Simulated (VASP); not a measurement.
# CoO (Fm-3m) in VASP: a series of runs

The runs below take CoO through relaxation of cell and atoms, with LDA.

Program: VASP 6.6.1. These are calculated values, not measurements. Logs are shortened: lines on timing, memory, paths and dates and some standing lists are left out, and cuts for length are marked.

**1. The crystal as given**

It takes space group Fm-3m (No. 225, cubic). The conventional cell has a = 4.263 Å, b = 4.263 Å, c = 4.263 Å, α = 90.00°, β = 90.00°, γ = 90.00°. Around Co (site symmetry m-3m) lie 6 O at 2.13 Å. O (site symmetry m-3m) has 6 Co at 2.13 Å as nearest neighbours.

**2. Relaxation of cell and atoms, LDA, collinear spin, ferromagnetic start**

File INCAR:

```
PREC = Accurate ; ENCUT = 600
EDIFF = 1E-7 ; ISMEAR = -1
SIGMA = 0.05 ; LREAL = False
LASPH = True ; NELM = 120
ALGO = Normal ; ISIF = 3
LWAVE = False ; LCHARG = False
ISPIN = 2 ; MAGMOM = 2 0
LORBIT = 11 ; LMAXMIX = 4
IBRION = 2 ; NSW = 40
EDIFFG = -0.01 ; PSTRESS = 0
```

File KPOINTS:

```
regular mesh
0
Gamma
  8 8 8
```

File POSCAR:

```
CoO
1.0
    0.0000000000      2.1315000000      2.1315000000
    2.1315000000      0.0000000000      2.1315000000
    2.1315000000      2.1315000000      0.0000000000
Co O
1 1
Direct
    0.0000000000      0.0000000000      0.0000000000
    0.5000000000      0.5000000000      0.5000000000
```

Potentials or basis: VASP PAW LDA potentials, release 64 (Co, O).

The run is started by

```console
> cat potpaw_LDA.64/Co/POTCAR potpaw_LDA.64/O/POTCAR > POTCAR
> mpirun -np 1 vasp_std > vasp.out
```

OUTCAR:

```text
PREC = Accurate
   ENCUT = 600
   EDIFF = 1E-7
   ISMEAR = -1
   LREAL = False
   LASPH = True
   NELM = 120
   ISIF = 3
   ISPIN = 2
   LORBIT = 11
   IBRION = 2
   NSW = 40
   EDIFFG = -0.01
   PSTRESS = 0

 ion  position               nearest neighbor table
   1  0.000  0.000  0.000-   2 2.13   2 2.13   2 2.13   2 2.13   2 2.13   2 2.13
   2  0.500  0.500  0.500-   1 2.13   1 2.13   1 2.13   1 2.13   1 2.13   1 2.13

  LATTYP: Found a face centered cubic cell.
 ALAT       =     4.2630000000

  Lattice vectors:

 A1 = (   0.0000000000,   2.1315000000,   2.1315000000)
 A2 = (   2.1315000000,   0.0000000000,   2.1315000000)
 A3 = (   2.1315000000,   2.1315000000,   0.0000000000)

Analysis of symmetry for initial positions (statically):
=====================================================================
 Subroutine PRICEL returns:
 Original cell was already a primitive cell.

 Routine SETGRP: Setting up the symmetry group for a
 face centered cubic supercell.

 Subroutine GETGRP returns: Found 48 space group operations
 (whereof 48 operations were pure point group operations)
 out of a pool of 48 trial point group operations.

The static configuration has the point symmetry O_h .

Analysis of symmetry for dynamics (positions and initial velocities):
=====================================================================
 Subroutine PRICEL returns:
 Original cell was already a primitive cell.

 Routine SETGRP: Setting up the symmetry group for a
 face centered cubic supercell.

 Subroutine GETGRP returns: Found 48 space group operations
 (whereof 48 operations were pure point group operations)
 out of a pool of 48 trial point group operations.

The dynamic configuration has the point symmetry O_h .

Analysis of structural, dynamic, and magnetic symmetry:
=====================================================================
 Subroutine PRICEL returns:
 Original cell was already a primitive cell.

 Routine SETGRP: Setting up the symmetry group for a
 face centered cubic supercell.

 Subroutine GETGRP returns: Found 48 space group operations
 (whereof 48 operations were pure point group operations)
 out of a pool of 48 trial point group operations.

The overall configuration has the point symmetry O_h .

 Subroutine INISYM returns: Found 48 space group operations
[... 122 lines left out ...]
   GGA     = CA    functional components
   LHFCALC =     F    Hartree Fock is set to
   AEXX    =    0.0000 exact exchange contribution
   IVDW    =     0    specifies the selected vdW correction
   LEPSILON=     F    determine dielectric tensor
   LRPA    =     F    only Hartree local field effects (RPA)
 conjugate gradient relaxation of ions
 spin polarized calculation
  energy-cutoff  :      600.00
  volume of cell :       19.37
 maximum number of plane-waves:       660
   NGX = 13   NGY = 13   NGZ = 13

--------------------------------------- Ionic step        1  -------------------------------------------

 number of electron      15.0000007 magnetization       2.7976145

 Free energy of the ion-electron system (eV)
  ---------------------------------------------------
  ext. energy  EPLUGINS =         0.00000000
  ---------------------------------------------------
  free energy    TOTEN  =       -14.65833299 eV

  energy without entropy =      -14.62426654  energy(sigma->0) =      -14.64129977

------------------------ aborting loop because EDIFF is reached ----------------------------------------

  FORCE on cell =-STRESS in cart. coord.  units (eV):
  Direction    XX          YY          ZZ          XY          YZ          ZX
  --------------------------------------------------------------------------------------
  -------------------------------------------------------------------------------------
  Total       -2.4668736     -2.4668736     -2.4668736      0.0000000      0.0000000     -0.0000000
  in kB     -204.0663831   -204.0663831   -204.0663831      0.0000000      0.0000000     -0.0000000
  external PRESSURE =    -204.0663831 kB  Pullay stress =       0.0000000 kB
[... 23 lines left out ...]
--------------------------------------- Ionic step        2  -------------------------------------------

 number of electron      14.9999997 magnetization       1.7421453

 E-fermi :  10.3728     XC(G=0): -13.9540

 val. band max:       10.3493887812   @ k =   0.5000   0.2500   0.1250
 cond. band min:      10.3784794080   @ k =   0.2500   0.1250   0.0000
 fundamental gap:      0.0290906268
 Fermi energy:        10.3727869632

 spin component 1

 k-point     1 :       0.0000    0.0000    0.0000
  band No.  band energies     occupation
      1     -11.5245      1.00000
      2       6.2195      1.00000
      3       6.2195      1.00000
      4       6.2195      1.00000
      5       7.5553      1.00000
      6       7.5553      1.00000
      7       7.5553      1.00000
      8       7.7419      1.00000
      9       7.7419      1.00000
     10      12.5678      0.00000
     11      27.6130      0.00000
     12      30.0375      0.00000
[... 780 lines left out ...]
--------------------------------------- Ionic step        4  -------------------------------------------

 number of electron      15.0000000 magnetization       1.7865844

 Free energy of the ion-electron system (eV)
  ---------------------------------------------------
  ext. energy  EPLUGINS =         0.00000000
  ---------------------------------------------------
  free energy    TOTEN  =       -14.86650640 eV

  energy without entropy =      -14.83519627  energy(sigma->0) =      -14.85085133

 E-fermi :   9.8723     XC(G=0): -13.7672

 val. band max:        9.8580646943   @ k =   0.5000   0.3750   0.0000
 cond. band min:       9.8927813180   @ k =   0.2500   0.1250   0.0000
 fundamental gap:      0.0347166237
 Fermi energy:         9.8723087587

 spin component 1

 k-point     1 :       0.0000    0.0000    0.0000
  band No.  band energies     occupation
      1     -11.7101      1.00000
      2       5.8473      1.00000
      3       5.8473      1.00000
      4       5.8473      1.00000
      5       7.1142      1.00000
      6       7.1142      1.00000
      7       7.1142      1.00000
      8       7.2657      1.00000
      9       7.2657      1.00000
     10      11.8251      0.00000
     11      27.0129      0.00000
     12      29.2388      0.00000
[... 738 lines left out ...]
  FREE ENERGIE OF THE ION-ELECTRON SYSTEM (eV)
  ---------------------------------------------------
  free  energy   TOTEN  =       -14.8665063992 eV

  energy  without entropy=      -14.8351962655  energy(sigma->0) =      -14.85085133

 reached required accuracy - stopping structural energy minimisation

 total charge

# of ion       s       p       d       tot
------------------------------------------
    1        0.338   0.460   7.378   8.175
    2        1.546   3.435   0.000   4.981
--------------------------------------------------
tot          1.883   3.895   7.378  13.156

 magnetization (x)

# of ion       s       p       d       tot
------------------------------------------
    1        0.017   0.015   1.591   1.623
    2        0.027   0.105   0.000   0.133
--------------------------------------------------
tot          0.045   0.120   1.591   1.756
```

Run time: 2.1 min. Hardware: 1 thread of AMD EPYC, shared host; peak memory 0.12 GiB.

Results:

- Free energy: -14.8665 eV
- Relaxed volume: 8.31 Å³/atom
- Relaxed cell: a = 2.865 Å, b = 2.865 Å, c = 2.865 Å, α = 60.00°, β = 60.00°, γ = 60.00°
- Space group after relaxing (to 0.05 Å): Fm-3m (No. 225)
- Energy gained by relaxing: 104.1 meV/atom
- Ionic steps: 4
- Pressure after relaxing: 0.0 GPa
- Band gap on the k mesh: none (metal or under the smearing width)
- Net moment: 1.79 μB per cell
- Site moments: Co +1.62; O +0.13 μB
- Valence electrons inside the program's atomic spheres: Co 8.18; O 4.98

Step by step:
```csv
step,energy change (eV),largest force (eV/Å),pressure (GPa),volume (Å³)
1,0.0000,0.0000,-20.41,19.37
2,-0.1950,0.0000,8.66,16.11
3,-0.2080,0.0000,-0.76,16.68
4,-0.2082,0.0000,-0.03,16.62
```

Final structure:
```
CELL_PARAMETERS angstrom
0.00000 2.02569 2.02569
2.02569 0.00000 2.02569
2.02569 2.02569 0.00000
ATOMIC_POSITIONS crystal
Co 0.00000 0.00000 0.00000
O 0.50000 0.50000 0.50000
```

Caveat: a cell with one magnetic atom can't hold antiferromagnetic order, which such compounds often take; semilocal functionals often make such compounds metallic where correlation or magnetic order opens a gap, which also shifts bond lengths.

**3. Relaxation of cell and atoms, LDA, collinear spin, ferromagnetic start**

File INCAR:

```
PREC = Accurate ; ENCUT = 600
EDIFF = 1E-4 ; ISMEAR = -1
SIGMA = 0.05 ; LREAL = False
LASPH = True ; NELM = 120
ALGO = Normal ; ISIF = 3
LWAVE = False ; LCHARG = False
ISPIN = 2 ; MAGMOM = 2 0
LORBIT = 11 ; LMAXMIX = 4
IBRION = 2 ; NSW = 40
EDIFFG = 0.001 ; PSTRESS = 0
```

File KPOINTS:

```
Automatic mesh
0
Gamma
  8 8 8
```

POSCAR is that of step 2.

Potentials or basis: VASP PAW LDA potentials, release 64 (Co, O).

The run is started by

```console
> cat potpaw_LDA.64/Co/POTCAR potpaw_LDA.64/O/POTCAR > POTCAR
> mpirun -np 1 vasp_std > vasp.out
```

OUTCAR:

```text
PREC = Accurate
   ENCUT = 600
   EDIFF = 1E-4
   ISMEAR = -1
   LREAL = False
   LASPH = True
   NELM = 120
   ISIF = 3
   ISPIN = 2
   LORBIT = 11
   IBRION = 2
   NSW = 40
   EDIFFG = 0.001
   PSTRESS = 0

 ion  position               nearest neighbor table
   1  0.000  0.000  0.000-   2 2.13   2 2.13   2 2.13   2 2.13   2 2.13   2 2.13
   2  0.500  0.500  0.500-   1 2.13   1 2.13   1 2.13   1 2.13   1 2.13   1 2.13

  LATTYP: Found a face centered cubic cell.
 ALAT       =     4.2630000000

  Lattice vectors:

 A1 = (   0.0000000000,   2.1315000000,   2.1315000000)
 A2 = (   2.1315000000,   0.0000000000,   2.1315000000)
 A3 = (   2.1315000000,   2.1315000000,   0.0000000000)

Analysis of symmetry for initial positions (statically):
=====================================================================
[... 1001 lines left out ...]
  free energy    TOTEN  =       -14.86617787 eV

  energy without entropy =      -14.83440327  energy(sigma->0) =      -14.85029057

 E-fermi :   9.7887     XC(G=0): -13.7368

 val. band max:        9.7775913191   @ k =   0.5000   0.3750   0.0000
 cond. band min:       9.7969492342   @ k =  -0.3750   0.1250   0.0000
 fundamental gap:      0.0193579152
 Fermi energy:         9.7886727394

 spin component 1

 k-point     1 :       0.0000    0.0000    0.0000
  band No.  band energies     occupation
      1     -11.7412      1.00000
      2       5.7864      1.00000
      3       5.7864      1.00000
      4       5.7864      1.00000
      5       7.0376      1.00000
      6       7.0376      1.00000
      7       7.0376      1.00000
      8       7.1835      1.00000
      9       7.1835      1.00000
     10      11.7073      0.00000
     11      26.9175      0.00000
     12      29.1114      0.00000
[... 738 lines left out ...]
  FREE ENERGIE OF THE ION-ELECTRON SYSTEM (eV)
  ---------------------------------------------------
  free  energy   TOTEN  =       -14.8661778714 eV

  energy  without entropy=      -14.8344032727  energy(sigma->0) =      -14.85029057

 reached required accuracy - stopping structural energy minimisation

 total charge

# of ion       s       p       d       tot
------------------------------------------
    1        0.336   0.456   7.372   8.163
    2        1.546   3.433   0.000   4.979
--------------------------------------------------
tot          1.881   3.889   7.372  13.142

 magnetization (x)

# of ion       s       p       d       tot
------------------------------------------
    1        0.017   0.015   1.603   1.635
    2        0.027   0.106   0.000   0.134
--------------------------------------------------
tot          0.045   0.121   1.603   1.769
```

Run time: 78 s. Hardware: 1 thread of AMD EPYC, shared host; peak memory 0.12 GiB.

The run converged, but some of its settings lie outside the range that counts as converged (typed here: EDIFF = 0.0001; EDIFFG = 0.001), so its numbers aren't taken as properties of the crystal.

Results:

* Free energy: -14.8662 eV
* Relaxed volume: 8.35 Å³/atom
* Relaxed cell: a = 2.870 Å, b = 2.870 Å, c = 2.870 Å, α = 60.00°, β = 60.00°, γ = 60.00°
* Space group after relaxing (to 0.05 Å): Fm-3m (No. 225)
* Energy gained by relaxing: 103.9 meV/atom
* Ionic steps: 3
* Pressure after relaxing: -0.4 GPa
* Band gap on the k mesh: none (metal or under the smearing width)
* Net moment: 1.80 μB per cell
* Site moments: Co +1.64; O +0.13 μB
* Valence electrons inside the program's atomic spheres: Co 8.16; O 4.98

Caveat: a cell with one magnetic atom can't hold antiferromagnetic order, which such compounds often take; semilocal functionals often make such compounds metallic where correlation or magnetic order opens a gap, which also shifts bond lengths.
